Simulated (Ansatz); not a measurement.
# CdTe: the cost of one run

Program: Ansatz 0.2.0. PAW datasets, plane waves, zero pressure. The calculation is spin-unpolarised, and the structure need not be a phase that has been made.

## Step 1: Starting point

The symmetry is Pm-3m (No. 221, cubic); a = 3.631 Å in the conventional setting, 23.94 Å³ an atom. Near Cd stand 8 Te at 3.14 Å; near Te stand 8 Cd at 3.14 Å.

Coordinates:

```cif
data_structure
_symmetry_space_group_name_H-M 'P 1'
_symmetry_Int_Tables_number 1
_cell_length_a 3.6314
_cell_length_b 3.6314
_cell_length_c 3.6314
_cell_angle_alpha 90.000
_cell_angle_beta 90.000
_cell_angle_gamma 90.000
_cell_volume 47.89
loop_
_atom_site_label
_atom_site_type_symbol
_atom_site_fract_x
_atom_site_fract_y
_atom_site_fract_z
_atom_site_occupancy
Cd1 Cd 0.00000 0.00000 0.00000 1
Te1 Te 0.50000 0.50000 0.50000 1
```

## Step 2: Relaxation with PBE

The input, input.yaml:

```yaml
crystal:
  lattice:
    - [3.6314211873, 0.0, 0.0]
    - [0.0, 3.6314211873, 0.0]
    - [0.0, 0.0, 3.6314211873]
  atoms:
    - { symbol: Cd, position: [0.0, 0.0, 0.0] }
    - { symbol: Te, position: [0.5, 0.5, 0.5] }
kpoints:
  mp_grid: { grid: [6, 6, 6] }
hamiltonian:
  xc: pbe
scf:
  occupations: { method: fermi_dirac, width: 0.02 }
relax:
  f_tol: 0.005
  cell: {}
```

Started as:

```
$ ansatz run input.yaml --threads 2 --pin off --max-ram 2211MiB --backend cpu --events-out ev --progress --plain --runs-dir out
```

What time and memory should one allow on 2 threads of Intel Xeon Platinum 8259CL at 2.50GHz (Skylake/Cascade Lake), shared host?

About 5.8 s, with a peak of 0.4 GiB.
